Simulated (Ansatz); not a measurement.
# InSb: a line through a two-coordinate scan

An exercise on one series of results from a longer session: the logs are not shown, and one member is left open.

Program: Ansatz 0.2.0. Level of theory: DFT PBE, scalar-relativistic, plane waves, PAW. These are calculated values, not measurements.

18 further runs of the same task are left out: 1 that didn't finish, 17 set aside as unsound or not needed.

## The structure to begin with

Symmetry: Fm-3m, No. 225, cubic system. Conventional cell: a = 6.150 Å, b = 6.150 Å, c = 6.150 Å, α = 90.00°, β = 90.00°, γ = 90.00°. In (site symmetry m-3m) has 6 Sb at 3.08 Å as nearest neighbours. Around Sb (site symmetry m-3m) lie 6 In at 3.08 Å.

Coordinates:

```xyz
2
Lattice="0.0000 3.0752 3.0752 3.0752 0.0000 3.0752 3.0752 3.0752 0.0000" Properties=species:S:1:pos:R:3 pbc="T T T"
In    0.0000    0.0000    0.0000
Sb    3.0752    3.0752    3.0752
```

It goes back to an entry of the Materials Project, which need not be the stable form.

## The scan

The energy is mapped over volume and the cell's shape.

First coordinate, volume per atom: 7 values from 26.75 to 31.41 Å³. Second coordinate, c/a of the conventional cell: 7 values from 0.834 to 1.200.

Nothing else is relaxed (symmetry fixes all fractional coordinates). Energies count from the relaxed crystal. Points are written as (first, second).

The first run:

Input file input.yaml:

```yaml
crystal:
  lattice:
    - [0.0, 2.9310642529, 3.1142557687]
    - [2.9310642529, 0.0, 3.1142557687]
    - [2.9310642529, 2.9310642529, 0.0]
  atoms:
    - { symbol: In, position: [0.0, 0.0, 0.0] }
    - { symbol: Sb, position: [0.5, 0.5, 0.5] }
basis:
  ecutwfc: 420
kpoints:
  mp_grid: { grid: [14, 14, 14] }
hamiltonian:
  xc: pbe
  pseudopotentials: { kind: paw, azcp: { folder: soft_1 } }
scf:
  occupations: { method: gaussian, width: 0.15 }
output:
  forces: true
  stress: true
  eigenvalues: true
```

The run is started by

```
$ ansatz run input.yaml --threads 1 --pin off --max-ram 2048MiB --backend cpu --events-out ev --progress --plain --runs-dir out
```

Among the steps run: The run at (26.75 Å³, 1.062); Point (27.53 Å³, 1.062); Point (28.31 Å³, 1.062); Grid point (29.08 Å³, 1.062); Point (30.63 Å³, 1.062); Grid point (31.41 Å³, 1.062).

One of the session's tables, all rows but one given; the rest of the session is left out.

```
volume per atom (Å³)  energy (meV/atom)  slope (meV/atom per Å³)  pressure (GPa)
               26.75                 53                    −33.0             5.3
               27.53                  ?                        ?               ?
               28.31                 20                    −10.9             1.7
               29.08                 15                     −2.2             0.3
               29.86                 17                      5.3            −0.8
               30.63                 23                     11.6            −1.9
               31.41                 34                     17.0            −2.7
```

Estimate the missing values for volume per atom (Å³) = 27.53.

Worked estimate for «energy (meV/atom)». A straight line through the neighbours (26.75, 53) and (28.31, 20) gives 53 + (20 − 53) × (27.53 − 26.75) / (28.31 − 26.75) = 36; a parabola fitted to 3 rows on both sides gives 33.

The run gave: energy (meV/atom): 33; slope (meV/atom per Å³): −21.1; pressure (GPa): 3.4. In «energy (meV/atom)» the line misses by +3 and the parabola by +0.

Energies count from the relaxed crystal. Rows without a step come from runs not printed here or follow by symmetry.

In words: The lowest point of the line is at 29.08 Å³, 15 meV/atom from the zero. V·d²E/dV² there is about 47 GPa, a bulk modulus under this line's constraint. The highest point computed, at 26.75 Å³, lies 38 meV/atom above the lowest.
